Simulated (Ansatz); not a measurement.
**Pressure coefficients of MgTe**

```cif
data_structure
_symmetry_space_group_name_H-M 'P 1'
_symmetry_Int_Tables_number 1
_cell_length_a 4.5400
_cell_length_b 4.5400
_cell_length_c 7.3950
_cell_angle_alpha 90.000
_cell_angle_beta 90.000
_cell_angle_gamma 120.000
_cell_volume 132.00
loop_
_atom_site_label
_atom_site_type_symbol
_atom_site_fract_x
_atom_site_fract_y
_atom_site_fract_z
_atom_site_occupancy
Mg1 Mg 0.33333 0.66667 0.00000 1
Mg2 Mg 0.66667 0.33333 0.50000 1
Te1 Te 0.33333 0.66667 0.37000 1
Te2 Te 0.66667 0.33333 0.87000 1
```

The runs use the primitive cell with vectors (4.540, 0.000, 0.000), (-2.270, 3.932, 0.000), (0.000, 0.000, 7.395) Å, to which the k mesh refers.

The cell is COD entry 1538744, as deposited and not checked against the literature; nothing was relaxed.

No spin–orbit coupling, which matters for the heavy atoms here.

These are results of Ansatz 0.2.0, DFT, PBEsol, all-electron LAPW, scalar-relativistic, not measurements.

The runs use a Γ-centred 10×10×6 k mesh, Fermi–Dirac smearing of 0.05 eV, basis error target 1 meV/atom, no spin polarisation.

The cell is scaled evenly with fractional coordinates held. Semilocal gaps are too small, but their slopes usually carry over better; a slope of a few tenths of an eV per unit of ln V is near zero and can change sign within a few per cent of volume.

```csv
V/V(cell),P (GPa),gap on the k mesh (eV)
0.9600,2.13,2.603
0.9800,1.24,2.509
0.9900,0.83,2.463
1.0000,0.44,2.418
1.0100,0.07,2.373
1.0200,-0.28,2.330
1.0400,-0.93,2.246
1.0600,-1.52,2.164
```

**Question.** From the rows at 0.9900 and 1.0100, what is the bulk modulus at the cell's volume?

**Answer.** B = −ΔP/Δln V = −[(0.07) − (0.83)]/0.02000 = 38.0 GPa.

**Question.** What are the gap's volume deformation potential and pressure coefficient?

**Answer.** dEg/dln V = (2.373 − 2.463)/0.02000 = -4.50 eV, and dEg/dP = −(dEg/dln V)/B = 118 meV/GPa: pressure widens the gap.

**Question.** Predict the row at V/V(cell) = 0.9400. How far is a linear estimate of P off?

**Answer.** P = 3.11 GPa, gap 2.702 eV. The linear estimate P(cell) − B ln(V/V(cell)) = 2.79 GPa misses by 0.32 GPa, since the modulus grows under compression.
